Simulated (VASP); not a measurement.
# CuCl (R3m) in VASP: single point with HSE06

Aim: the single point of CuCl with HSE06.

Everything below comes from runs of VASP 6.6.1. Logs are shortened: lines on timing, memory, paths and dates and some standing lists are left out, and cuts for length are marked.

### 1 Starting point

Symmetry: F-43m, No. 216, cubic system. Conventional cell: a = 5.299 Å, b = 5.299 Å, c = 5.299 Å, α = 90.00°, β = 90.00°, γ = 90.00°. Cu (site symmetry -43m) has 4 Cl at 2.29 Å as nearest neighbours. Around Cl (site symmetry -43m) lie 4 Cu at 2.29 Å.

The cell is a database's computed one.

### 2 Single point, HSE06

POSCAR

```
CuCl
1.0
    1.8732600000      1.0815300000      3.0595300000
   -1.8732600000      1.0815300000      3.0595300000
    0.0000000000     -2.1630500000      3.0595300000
Cu Cl
1 1
Direct
    0.9915900000      0.9915900000      0.9915900000
    0.2414100000      0.2414100000      0.2414100000
```

INCAR.step1

```
ALGO = Normal
EDIFF = 1E-5
ENCUT = 520
GGA = PE
ISIF = 2
ISMEAR = 0
LASPH = True
LREAL = False
LWAVE = True
NELM = 80
PREC = Accurate
SIGMA = 0.02
```

INCAR.step2

```
ALGO = Normal
EDIFF = 1E-6
ENCUT = 520
GGA = PE
HFSCREEN = 0.2
ISIF = 2
ISMEAR = 0
ISTART = 1
LASPH = True
LCHARG = True
LELF = True
LHFCALC = True
LREAL = False
LVHAR = True
LWAVE = False
NELM = 80
PREC = Accurate
PRECFOCK = Fast
SIGMA = 0.02
```

KPOINTS

```
k-points
0
Gamma
  6 6 6
```

Potentials or basis: VASP PAW PBE potentials, release 64 (Cu, Cl).

On the command line:

```bash
cat potpaw_PBE.64/Cu/POTCAR potpaw_PBE.64/Cl/POTCAR > POTCAR
cp INCAR.step1 INCAR
mpirun -np 1 vasp_std > vasp.out
cp INCAR.step2 INCAR
mpirun -np 1 vasp_std > vasp.out
```

OUTCAR:

```text
EDIFF = 1E-6
   ENCUT = 520
   GGA = PE
   HFSCREEN = 0.2
   ISIF = 2
   ISMEAR = 0
   ISTART = 1
   LASPH = True
   LHFCALC = True
   LREAL = False
   NELM = 80
   PREC = Accurate
   PRECFOCK = Fast

 ion  position               nearest neighbor table
   1  0.992  0.992  0.992-   2 2.29   2 2.29   2 2.29   2 2.29
   2  0.241  0.241  0.241-   1 2.29   1 2.29   1 2.29   1 2.29

  LATTYP: Found a trigonal (rhomboedric) cell.
 ALAT       =     3.7469366140
 COS(alpha) =     0.5001110847

  Lattice vectors:

 A1 = (   1.8732600000,   1.0815300000,   3.0595300000)
 A2 = (  -1.8732600000,   1.0815300000,   3.0595300000)
 A3 = (   0.0000000000,  -2.1630500000,   3.0595300000)

Analysis of symmetry for initial positions (statically):
=====================================================================
 Subroutine PRICEL returns:
 Original cell was already a primitive cell.

 Routine SETGRP: Setting up the symmetry group for a
 trigonal (rhombohedral) supercell.

 Subroutine GETGRP returns: Found  6 space group operations
 (whereof  6 operations were pure point group operations)
 out of a pool of 12 trial point group operations.

The static configuration has the point symmetry C_3v.

Analysis of symmetry for dynamics (positions and initial velocities):
=====================================================================
 Subroutine PRICEL returns:
 Original cell was already a primitive cell.

 Routine SETGRP: Setting up the symmetry group for a
 trigonal (rhombohedral) supercell.

 Subroutine GETGRP returns: Found  6 space group operations
 (whereof  6 operations were pure point group operations)
 out of a pool of 12 trial point group operations.

The dynamic configuration has the point symmetry C_3v.

 Subroutine INISYM returns: Found  6 space group operations
 (whereof  6 operations are pure point group operations),
 and found     1 'primitive' translations

----------------------------------------------------------------------------------------

                                     Primitive cell

  volume of cell :      37.1913

  direct lattice vectors                    reciprocal lattice vectors
     1.873260000  1.081530000  3.059530000     0.266914363  0.154103150  0.108949028
    -1.873260000  1.081530000  3.059530000    -0.266914363  0.154103150  0.108949028
     0.000000000 -2.163050000  3.059530000     0.000000000 -0.308206301  0.108949532

  length of vectors
     3.746936614  3.746936614  3.746933296     0.326895930  0.326895930  0.326896198

  position of ions in fractional coordinates (direct lattice)
     0.991590000  0.991590000  0.991590000
     0.241410000  0.241410000  0.241410000

  ion indices of the primitive-cell ions
   primitive index   ion index
                 1           1
                 2           2

----------------------------------------------------------------------------------------

 KPOINTS: k-points

Automatic generation of k-mesh.
 Grid dimensions read from file:
 generate k-points for:    6    6    6

 Generating k-lattice:

  Cartesian coordinates                     Fractional coordinates (reciprocal lattice)
     0.044485727  0.025683858  0.018158171     0.166666667  0.000000000  0.000000000
    -0.044485727  0.025683858  0.018158171     0.000000000  0.166666667  0.000000000
     0.000000000 -0.051367717  0.018158255     0.000000000  0.000000000  0.166666667

  Length of vectors
     0.054482655  0.054482655  0.054482700

  Shift w.r.t. Gamma in fractional coordinates (k-lattice)
     0.000000000  0.000000000  0.000000000

 Subroutine IBZKPT returns following result:
 ===========================================

 Found     32 irreducible k-points:

 Following reciprocal coordinates:
            Coordinates               Weight
  0.000000  0.000000  0.000000      1.000000
  0.166667 -0.000000  0.000000      6.000000
  0.333333  0.000000  0.000000      6.000000
  0.500000  0.000000  0.000000      3.000000
  0.166667  0.166667  0.000000      6.000000
  0.333333  0.166667  0.000000     12.000000
[... 16 lines left out ...]
  0.500000  0.500000  0.166667      6.000000
 -0.333333  0.500000  0.166667     12.000000
 [... further k-points ...]
   k-points           NKPTS =     32   k-points in BZ     NKDIM =    216   number of bands    NBANDS=     13
   number of dos      NEDOS =    301   number of ions     NIONS =      2
   total plane-waves  NPLWV =  21952
   dimension x,y,z NGX =    28 NGY =   28 NGZ =   28
   dimension x,y,z NGXF=    56 NGYF=   56 NGZF=   56
   ions per type =               1   1
   NGX,Y,Z   is equivalent  to a cutoff of  12.42, 12.42, 12.42 a.u.
   NGXF,Y,Z  is equivalent  to a cutoff of  24.85, 24.85, 24.85 a.u.
 SYSTEM =  unknown system
   PREC   = accura    normal or accurate (medium, high low for compatibility)
   ISTART =      1    job   : 0-new  1-cont  2-samecut
   ICHARG =      0    charge: 1-file 2-atom 10-const
   ISPIN  =      1    spin polarized calculation?
   LNONCOLLINEAR =      F non collinear calculations
   LSORBIT =      F    spin-orbit coupling
   LASPH  =      T    aspherical Exc in radial PAW
   ENCUT  =  520.0 eV  38.22 Ry    6.18 a.u.   6.97  6.97  6.97*2*pi/ulx,y,z
   NELM   =     80;   NELMIN=  2; NELMDL=  0     # of ELM steps
   EDIFF  = 0.1E-05   stopping-criterion for ELM
   LREAL  =      F    real-space projection
   EDIFFG = 0.1E-04   stopping-criterion for IOM
   NSW    =      0    number of steps for IOM
   IBRION =     -1    ionic relax: 0-MD 1-quasi-New 2-CG
   NFREE  =      0    steps in history (QN), initial steepest desc. (CG)
   ISIF   =      2    stress and relaxation
   ISYM   =      3    0-nonsym 1-usesym 2-fastsym
   POTIM  = 0.5000    time-step for ionic-motion
   TEBEG  =    0.0;   TEEND  =   0.0 temperature during run
   PSTRESS=    0.0 pullay stress
   NELECT =      18.0000    total number of electrons
   NUPDOWN=      -1.0000    fix difference up-down
   EMIN   =  10.00;   EMAX   =-10.00  energy-range for DOS
   EFERMI =   0.00;   METHOD = LEGACY
   ISMEAR =     0;   SIGMA  =   0.02  broadening in eV -4-tet -1-fermi 0-gaus
   EFERMI_NEDOS =   21; number of points for ismear=-14 and -15
   IALGO  =     38    algorithm
   IMIX   =      1    mixing-type and parameters
     AMIX     =   0.40;   BMIX     =  1.00
     AMIX_MAG =   1.60;   BMIX_MAG =  1.00
  volume/ion in A,a.u.               =      18.60       125.49
  Fermi-wavevector in a.u.,A,eV,Ry     =   1.285342  2.428944 22.478228  1.652103
  Thomas-Fermi vector in A             =   2.417482
   LORBIT       =      0    0 simple, 1 ext, 2 COOP (PROOUT), +10 PAW based schemes
   GGA     = PE    functional components
   LHFCALC =     T    Hartree Fock is set to
   PRECFOCK=fast      Normal, Fast or Accurate (Low or Medium for compatibility)
   ENCUT4O =  -1.0   cutoff for four orbital integrals eV
   NKREDX  =     1    reduce k-point grid by
   NKREDY  =     1    reduce k-point grid by
   NKREDZ  =     1    reduce k-point grid by
   AEXX    =    0.2500 exact exchange contribution
   HFSCREEN=    0.2000 screening length (either q_TF or 0.3 A-1)
   HFSCREENC=   0.2000 screening length for correlation (either q_TF or 0.3 A-1)
   ENCUTFOCK=  -1.0 apply spherical cutoff to Coloumb kernel
   IVDW    =     0    specifies the selected vdW correction
   LEPSILON=     F    determine dielectric tensor
   LRPA    =     F    only Hartree local field effects (RPA)
 non-spin polarized calculation
 Gauss-broadening in eV      SIGMA  =   0.02
  energy-cutoff  :      520.00
  volume of cell :       37.19
 maximum number of plane-waves:      1018
  NGX = 16; NGY = 16; NGZ = 16

 number of electron      17.9999987 magnetization

 Free energy of the ion-electron system (eV)
  ---------------------------------------------------
  ext. energy  EPLUGINS =         0.00000000
  ---------------------------------------------------
  free energy    TOTEN  =        -7.52462544 eV

  energy without entropy =       -7.52462544  energy(sigma->0) =       -7.52462544

 E-fermi :   3.4336     XC(G=0):  -7.9934

 val. band max:        3.2945225784   @ k =   0.0000   0.0000   0.0000
 cond. band min:       5.7347546748   @ k =   0.0000   0.0000   0.0000
 fundamental gap:      2.4402320964
 Fermi energy:         3.4336444449

 k-point     1 :       0.0000    0.0000    0.0000
  band No.  band energies     occupation
      1     -15.0679      2.00000
      2      -2.0401      2.00000
      3      -2.0347      2.00000
      4      -2.0347      2.00000
      5       1.2101      2.00000
      6       1.2101      2.00000
      7       3.2911      2.00000
      8       3.2911      2.00000
      9       3.2945      2.00000
     10       5.7348      0.00000
     11      11.9412      0.00000
     12      11.9441      0.00000
     13      11.9442      0.00000

 k-point     2 :       0.1667   -0.0000    0.0000
  band No.  band energies     occupation
      1     -14.9362      2.00000
      2      -2.4708      2.00000
      3      -2.0105      2.00000
      4      -2.0063      2.00000
      5       1.1966      2.00000
      6       1.1968      2.00000
      7       2.6099      2.00000
      8       3.1180      2.00000
      9       3.1196      2.00000
     10       6.7723      0.00000
     11      11.4440      0.00000
     12      12.3137      0.00000
     13      12.3139      0.00000

 k-point     3 :       0.3333    0.0000    0.0000
  band No.  band energies     occupation
      1     -14.6552      2.00000
      2      -3.2734      2.00000
      3      -1.9609      2.00000
      4      -1.9580      2.00000
      5       1.2285      2.00000
      6       1.2292      2.00000
      7       1.7221      2.00000
      8       2.7501      2.00000
      9       2.7510      2.00000
     10       7.9713      0.00000
     11      11.5639      0.00000
     12      12.5023      0.00000
     13      12.5073      0.00000

 k-point     4 :       0.5000    0.0000    0.0000
  band No.  band energies     occupation
      1     -14.5047      2.00000
      2      -3.6542      2.00000
      3      -1.9409      2.00000
      4      -1.9387      2.00000
      5       1.2899      2.00000
      6       1.2909      2.00000
      7       1.3619      2.00000
      8       2.5366      2.00000
      9       2.5387      2.00000
     10       8.1775      0.00000
     11      12.2557      0.00000
     12      12.3552      0.00000
     13      12.3616      0.00000

 k-point     5 :       0.1667    0.1667    0.0000
  band No.  band energies     occupation
      1     -14.8926      2.00000
      2      -2.5315      2.00000
      3      -2.0268      2.00000
      4      -2.0231      2.00000
      5       1.1102      2.00000
      6       1.2605      2.00000
      7       2.7850      2.00000
      8       2.8541      2.00000
      9       2.8561      2.00000
     10       7.1212      0.00000
     11      10.8845      0.00000
     12      12.7618      0.00000
     13      12.7629      0.00000
[... 257 lines left out ...]
 k-point    22 :      -0.1667    0.3333    0.1667
  band No.  band energies     occupation
      1     -14.4681      2.00000
      2      -3.2268      2.00000
      3      -2.3358      2.00000
      4      -1.9541      2.00000
      5       1.0985      2.00000
      6       1.2698      2.00000
      7       1.6371      2.00000
      8       1.8752      2.00000
      9       2.4128      2.00000
     10       9.5320      0.00000
     11      10.5649      0.00000
     12      11.7411      0.00000
     13      14.3806      0.00000

 k-point    23 :       0.5000    0.5000    0.1667
  band No.  band energies     occupation
      1     -14.3718      2.00000
      2      -3.4286      2.00000
      3      -2.2188      2.00000
      4      -1.9453      2.00000
      5       1.0404      2.00000
      6       1.3496      2.00000
      7       1.4210      2.00000
      8       1.9374      2.00000
      9       1.9581      2.00000
     10       8.8505      0.00000
     11      10.2612      0.00000
     12      13.3152      0.00000
     13      15.0479      0.00000

 k-point    24 :      -0.3333    0.5000    0.1667
  band No.  band energies     occupation
      1     -14.3215      2.00000
      2      -3.2873      2.00000
      3      -2.4418      2.00000
      4      -1.9937      2.00000
      5       1.0641      2.00000
      6       1.1570      2.00000
      7       1.4323      2.00000
      8       1.6550      2.00000
      9       2.0699      2.00000
     10       9.3953      0.00000
     11      10.5885      0.00000
     12      13.3833      0.00000
     13      13.8212      0.00000

 [... further k-points ...]
[... 5 lines left out ...]
  --------------------------------------------------------------------------------------
  -------------------------------------------------------------------------------------
  Total        1.0158619      1.0158610      1.0301952      0.0000000      0.0000011      0.0000000
  in kB       43.7626894     43.7626490     44.3801599      0.0000000      0.0000484      0.0000000
  external PRESSURE =      43.9684995 kB  Pullay stress =       0.0000000 kB

 VOLUME and BASIS-vectors are now :
 -----------------------------------------------------------------------------
  energy-cutoff  :      520.00
  volume of cell :       37.19
      direct lattice vectors                 reciprocal lattice vectors
     1.873260000  1.081530000  3.059530000     0.266914363  0.154103150  0.108949028
    -1.873260000  1.081530000  3.059530000    -0.266914363  0.154103150  0.108949028
     0.000000000 -2.163050000  3.059530000     0.000000000 -0.308206301  0.108949532

 POSITION                                       TOTAL-FORCE (eV/Angst)
 -----------------------------------------------------------------------------------
      0.00000      0.00001      9.10140         0.000000     -0.000000     -0.003671
      0.00000      0.00000      2.21580         0.000000      0.000000      0.003671
 -----------------------------------------------------------------------------------
    total drift:                                0.000015      0.000200      0.000500

  FREE ENERGIE OF THE ION-ELECTRON SYSTEM (eV)
  ---------------------------------------------------
  free  energy   TOTEN  =        -7.5246254352 eV

  energy  without entropy=       -7.5246254352  energy(sigma->0) =       -7.52462544
```

Run time: 15 min. Hardware: 1 thread of Intel Xeon Platinum 8488C (Sapphire Rapids), shared host; peak memory 0.27 GiB.

Results:

```
Free energy            : -7.5246 eV
Pressure               : 4.4 GPa
Largest force          : 0.004 eV/Å
Band gap on the k mesh : 2.44 eV, direct
```

Forces in eV/Å, atoms in the order of the input:
```
Cu   0.000  0.000 -0.004
Cl   0.000  0.000  0.004
```

Levels at points of the mesh, in eV from the valence-band top:
| k point | band 5 | band 6 | band 7 | band 8 | band 9 | band 10 | band 11 | band 12 | band 13 |
| --- | --- | --- | --- | --- | --- | --- | --- | --- | --- |
| (0.00, 0.00, 0.00) | -2.08 | -2.08 | 0.00 | 0.00 | 0.00 | 2.44 | 8.65 | 8.65 | 8.65 |
| (0.50, 0.00, 0.00) | -2.00 | -2.00 | -1.93 | -0.76 | -0.76 | 4.88 | 8.96 | 9.06 | 9.07 |
| (0.50, 0.50, 0.00) | -2.19 | -1.88 | -1.82 | -1.58 | -1.58 | 4.95 | 6.48 | 11.14 | 13.68 |
| (0.50, 0.50, 0.50) | -2.00 | -2.00 | -1.93 | -0.76 | -0.76 | 4.89 | 8.96 | 9.07 | 9.07 |

Caveat: the PAW data sets were made with another functional, which shifts forces and pressure a little.
